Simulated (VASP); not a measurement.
# Ni (Fm-3m) in VASP: settings compared, part 2 of 2

VASP 6.6.1. Earlier steps stand in the parts before.

**3. Relaxation of cell and atoms, PBEsol, collinear spin, ferromagnetic start**

This run uses another cell than the first one, of 10.38 Å³/atom, 0.949 times its volume.

INCAR reads:

```
PREC = Accurate
ENCUT = 600
EDIFF = 1E-7
ISMEAR = 1
SIGMA = 0.1
LREAL = F
LASPH = T
NELM = 150
ALGO = Normal
ISIF = 3
LWAVE = F
LCHARG = F
ISPIN = 2
MAGMOM = 0.7
LORBIT = 11
LMAXMIX = 4
GGA = PS
IBRION = 2
NSW = 90
EDIFFG = -0.005
AMIX = 0.2
BMIX = 1E-4
AMIX_MAG = 0.8
BMIX_MAG = 1E-4
```

KPOINTS reads:

```
regular mesh
0
Gamma
  22 22 22
```

POSCAR reads:

```
Ni                                      
1.0
   -0.0000000000      1.7316383391      1.7316383391
    1.7316383391      0.0000000000      1.7316383391
    1.7316383391      1.7316383391      0.0000000000
  Ni            
     1
Direct
     0.0000000000000000    0.0000000000000000    0.0000000000000000
```

Potentials or basis: VASP PAW PBE potentials, release 64 (Ni).

The run is started by

```sh
> cat potpaw_PBE.64/Ni/POTCAR > POTCAR
> mpirun -np 1 vasp_std > vasp.out
```

OUTCAR:

```text
PREC = Accurate
   ENCUT = 600
   EDIFF = 1E-7
   ISMEAR = 1
   LREAL = F
   LASPH = T
   NELM = 150
   ISIF = 3
   ISPIN = 2
   LORBIT = 11
   GGA = PS
   IBRION = 2
   NSW = 90
   EDIFFG = -0.005
   AMIX = 0.2
   AMIX_MAG = 0.8

 ion  position               nearest neighbor table
   1  0.000  0.000  0.000-

  LATTYP: Found a face centered cubic cell.
 ALAT       =     3.4632766782

  Lattice vectors:

 A1 = (   0.0000000000,   1.7316383391,   1.7316383391)
 A2 = (   1.7316383391,   0.0000000000,   1.7316383391)
 A3 = (   1.7316383391,   1.7316383391,   0.0000000000)

Analysis of symmetry for initial positions (statically):
=====================================================================
 Subroutine PRICEL returns:
 Original cell was already a primitive cell.

 Routine SETGRP: Setting up the symmetry group for a
 face centered cubic supercell.

 Subroutine GETGRP returns: Found 48 space group operations
 (whereof 48 operations were pure point group operations)
 out of a pool of 48 trial point group operations.

The static configuration has the point symmetry O_h .

Analysis of symmetry for dynamics (positions and initial velocities):
=====================================================================
 Subroutine PRICEL returns:
 Original cell was already a primitive cell.

 Routine SETGRP: Setting up the symmetry group for a
 face centered cubic supercell.

 Subroutine GETGRP returns: Found 48 space group operations
 (whereof 48 operations were pure point group operations)
 out of a pool of 48 trial point group operations.

The dynamic configuration has the point symmetry O_h .

Analysis of structural, dynamic, and magnetic symmetry:
=====================================================================
 Subroutine PRICEL returns:
 Original cell was already a primitive cell.

 Routine SETGRP: Setting up the symmetry group for a
 face centered cubic supercell.

 Subroutine GETGRP returns: Found 48 space group operations
 (whereof 48 operations were pure point group operations)
 out of a pool of 48 trial point group operations.

The overall configuration has the point symmetry O_h .

[... 138 lines left out ...]

 number of electron       9.9999995 magnetization       0.6440903

 Free energy of the ion-electron system (eV)
  ---------------------------------------------------
  ext. energy  EPLUGINS =         0.00000000
  ---------------------------------------------------
  free energy    TOTEN  =        -6.13492215 eV

  energy without entropy =       -6.13559172  energy(sigma->0) =       -6.13514534

------------------------ aborting loop because EDIFF is reached ----------------------------------------

  FORCE on cell =-STRESS in cart. coord.  units (eV):
  Direction    XX          YY          ZZ          XY          YZ          ZX
  --------------------------------------------------------------------------------------
  -------------------------------------------------------------------------------------
  Total       -0.0096732     -0.0096732     -0.0096732      0.0000000      0.0000000      0.0000000
  in kB       -1.4923761     -1.4923761     -1.4923761      0.0000000      0.0000000      0.0000000
  external PRESSURE =      -1.4923761 kB  Pullay stress =       0.0000000 kB
[... 57 lines left out ...]
--------------------------------------- Ionic step        3  -------------------------------------------

 number of electron       9.9999995 magnetization       0.6440086

 Free energy of the ion-electron system (eV)
  ---------------------------------------------------
  ext. energy  EPLUGINS =         0.00000000
  ---------------------------------------------------
  free energy    TOTEN  =        -6.13492506 eV

  energy without entropy =       -6.13559420  energy(sigma->0) =       -6.13514810

 E-fermi :   9.8805     XC(G=0): -13.7178

 val. band max:        9.8771926788   @ k =   0.3636   0.0909   0.0455
 cond. band min:       9.8860646620   @ k =  -0.4091   0.0455   0.0000
 fundamental gap:      0.0088719833
 Fermi energy:         9.8805171177

 spin component 1

 k-point     1 :       0.0000    0.0000    0.0000
  band No.  band energies     occupation
      1       0.4742      1.00000
      2       7.3029      1.00000
      3       7.3029      1.00000
      4       7.3029      1.00000
      5       8.5569      1.00000
      6       8.5569      1.00000
      7      33.9652      0.00000
      8      38.1744      0.00000
      9      38.1744      0.00000
[... 265 lines left out ...]
 k-point    24 :      -0.4545    0.0455    0.0000
  band No.  band energies     occupation
      1       4.7757      1.00000
      2       7.2848      1.00000
      3       7.3481      1.00000
      4       8.6713      1.00000
      5       9.2313      1.00000
      6       9.9599      0.01162
      7      16.1011      0.00000
      8      32.0158      0.00000
      9      34.3753      0.00000

 [... further k-points ...]

 spin component 2

 k-point     1 :       0.0000    0.0000    0.0000
  band No.  band energies     occupation
      1       0.4691      1.00000
      2       8.0452      1.00000
      3       8.0452      1.00000
      4       8.0452      1.00000
      5       9.1837      1.00000
      6       9.1837      1.00000
      7      33.8601      0.00000
      8      38.1764      0.00000
      9      38.1764      0.00000
[... 304 lines left out ...]
  FREE ENERGIE OF THE ION-ELECTRON SYSTEM (eV)
  ---------------------------------------------------
  free  energy   TOTEN  =        -6.1349250578 eV

  energy  without entropy=       -6.1355941991  energy(sigma->0) =       -6.13514810

 reached required accuracy - stopping structural energy minimisation

 total charge

# of ion       s       p       d       tot
------------------------------------------
    1        0.522   0.547   8.332   9.401

 magnetization (x)

# of ion       s       p       d       tot
------------------------------------------
    1       -0.006  -0.024   0.679   0.649
```

CONTCAR:

```text
Ni
   1.00000000000000
     0.0000000000000000    1.7313178545678241    1.7313178545678241
     1.7313178545678241    0.0000000000000000    1.7313178545678241
     1.7313178545678241    1.7313178545678241    0.0000000000000000
  Ni
     1
Direct
     0.0000000000000000    0.0000000000000000    0.0000000000000000

  0.00000000E+00  0.00000000E+00  0.00000000E+00
```

Run time: 53 s. Hardware: 1 thread of Intel Xeon 6975P-C (Granite Rapids), shared host; peak memory 0.19 GiB.

Results:

```yaml
Free_energy: -6.1349 eV
Relaxed_volume: 10.38 Å³/atom
Relaxed_cell: a = 2.448 Å, b = 2.448 Å, c = 2.448 Å, α = 60.00°, β = 60.00°, γ = 60.00°
Space_group_after_relaxing_to_0.05_Å: Fm-3m (No. 225)
Energy_gained_by_relaxing: 0.0 meV/atom
Ionic_steps: 3
Pressure_after_relaxing: 0.0 GPa
Band_gap_on_the_k_mesh: none (metal or under the smearing width)
Net_moment: 0.64 μB per cell
Site_moments: Ni +0.65 μB
Valence_electrons_inside_the_program's_atomic_spheres: Ni 9.40
```

Final structure:
```
Ni
1.0
     0.00000    1.73132    1.73132
     1.73132    0.00000    1.73132
     1.73132    1.73132    0.00000
Ni
1
Direct
  0.00000 0.00000 0.00000
```

Caveat: the PAW data sets were made with another functional, which shifts forces and pressure a little.

**4. Relaxation of cell and atoms, PBE+D3(BJ), collinear spin, ferromagnetic start**

INCAR reads:

```
SYSTEM = Ni
PREC = Accurate
ENCUT = 600
EDIFF = 1E-6
ISMEAR = 1
SIGMA = 0.1
LREAL = .False.
LASPH = .True.
NELM = 150
ALGO = Normal
ISIF = 3
LWAVE = .False.
LCHARG = .False.
ISPIN = 2
MAGMOM = 0.7
LORBIT = 11
LMAXMIX = 4
GGA = PE
IVDW = 12
IBRION = 2
NSW = 90
EDIFFG = -0.01
AMIX = 0.2
BMIX = 1E-4
AMIX_MAG = 0.8
BMIX_MAG = 1E-4
```

KPOINTS reads:

```
Automatic mesh
0
Gamma
  22 22 22
  0 0 0
```

POSCAR reads:

```
Ni
1.0
    0.0000000000      1.7619350000      1.7619350000
    1.7619350000      0.0000000000      1.7619350000
    1.7619350000      1.7619350000      0.0000000000
Ni
1
Direct
    0.0000000000      0.0000000000      0.0000000000
```

The run is started by

```sh
> cat potpaw_PBE.64/Ni/POTCAR > POTCAR
> mpirun -np 1 vasp_std > vasp.out
```

Wall time 2.9 min (1 thread of Intel Xeon Platinum 8259CL at 2.50GHz (Skylake/Cascade Lake), shared host); peak memory 0.2 GiB.

Results (log left out):

- Free energy: -5.9414 eV
- Relaxed volume: 10.51 Å³/atom
- Relaxed cell: a = 2.459 Å, b = 2.459 Å, c = 2.459 Å, α = 60.00°, β = 60.00°, γ = 60.00°
- Space group after relaxing (to 0.05 Å): Fm-3m (No. 225)
- Energy gained by relaxing: 11.0 meV/atom
- Ionic steps: 3
- Pressure after relaxing: -0.1 GPa
- Band gap on the k mesh: none (metal or under the smearing width)
- Net moment: 0.64 μB per cell
- Site moments: Ni +0.65 μB
- Valence electrons inside the program's atomic spheres: Ni 9.37
- Dispersion energy per atom: -0.479 eV

The path:
```
step  energy change (eV)  largest force (eV/Å)  pressure (GPa)  volume (Å³)
   1              0.0000                0.0000           -7.94        10.94
   2              0.0005                0.0000            9.42        10.10
   3             -0.0110                0.0000           -0.07        10.51
```

Final structure:
```yaml
crystal:
  lattice:
    - [0.00000, 1.73875, 1.73875]
    - [1.73875, 0.00000, 1.73875]
    - [1.73875, 1.73875, 0.00000]
  atoms:
    - { symbol: Ni, position: [0.00000, 0.00000, 0.00000] }
```

Levels at points of the mesh, in eV from the Fermi level:
Spin up:
```
           k point  band 1  band 2  band 3  band 4  band 5  band 6  band 7  band 8  band 9
(0.00, 0.00, 0.00)   -9.27   -2.55   -2.55   -2.55   -1.31   -1.31   24.00   28.13   28.13
(0.50, 0.00, 0.00)   -5.05   -2.53   -2.53   -0.62   -0.62   -0.37    5.89   22.48   25.26
(0.50, 0.50, 0.00)   -4.88   -4.41   -0.57   -0.49   -0.49    2.45    9.51   15.13   15.13
```
Spin down:
| k point | band 1 | band 2 | band 3 | band 4 | band 5 | band 6 | band 7 | band 8 | band 9 |
| --- | --- | --- | --- | --- | --- | --- | --- | --- | --- |
| (0.00, 0.00, 0.00) | -9.29 | -1.78 | -1.78 | -1.78 | -0.71 | -0.71 | 23.85 | 28.11 | 28.11 |
| (0.50, 0.00, 0.00) | -4.60 | -1.90 | -1.90 | -0.42 | 0.15 | 0.15 | 6.33 | 22.34 | 25.36 |
| (0.50, 0.50, 0.00) | -4.53 | -3.77 | 0.06 | 0.40 | 0.40 | 2.42 | 9.76 | 15.15 | 15.15 |

Caveat: pairwise dispersion overbinds metals, which lowers pressure and volume.
